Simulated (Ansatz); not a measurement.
## WC (Qusongite) under changes of volume

One of the cells (10.376 Å³/atom); the others are scaled copies at fixed shape and fractional positions:

```
CELL_PARAMETERS angstrom
2.90650 0.00000 0.00000
-1.45325 2.51710 0.00000
0.00000 0.00000 2.83660
ATOMIC_POSITIONS crystal
W 0.00000 0.00000 0.00000
C 0.66667 0.33333 0.50000
```

* Program: Ansatz 0.2.0
* Functional: LDA
* Potentials or basis: Ansatz PAW
* Cutoff: 420 eV (not typed: the program's choice for these potentials)
* k mesh: 10 × 10 × 9
* Occupations: fermi-dirac, width 0.05 eV
* Spin: no spin polarisation

| volume (Å³/atom) | energy over the lowest point (meV/atom) | pressure (GPa) |
| --- | --- | --- |
| 9.754 | ? | ? |
| 9.961 | 3.64 | 7.4 |
| 10.169 | 0.00 | -1.7 |
| 10.376 | 7.49 | -9.8 |
| 10.584 | 25.00 | -17.1 |
| 10.791 | 51.44 | -23.6 |
| 10.999 | 85.96 | -29.5 |

What does the run at 9.754 Å³/atom give?

Energy over the lowest point 19.61 meV/atom; pressure 17.4 GPa.

Worked out: A Birch-Murnaghan fit of order 3 (a polynomial in V^(-2/3)) to the other rows has its minimum at 10.13 Å³/atom with B0 = V·E''(V) = 429 GPa and B' = 4.4 at fixed shape and positions, which overstates the stiffness. It gives 19.70 meV/atom at 9.754 Å³/atom, against the run's 19.61, and -dE/dV = 17.6 GPa, against 17.4.

Energies are extrapolated to zero smearing.

Caveats: the PAW data sets come from PBE, with cores solved anew for the run's functional, which leaves a small shift of forces and pressure.
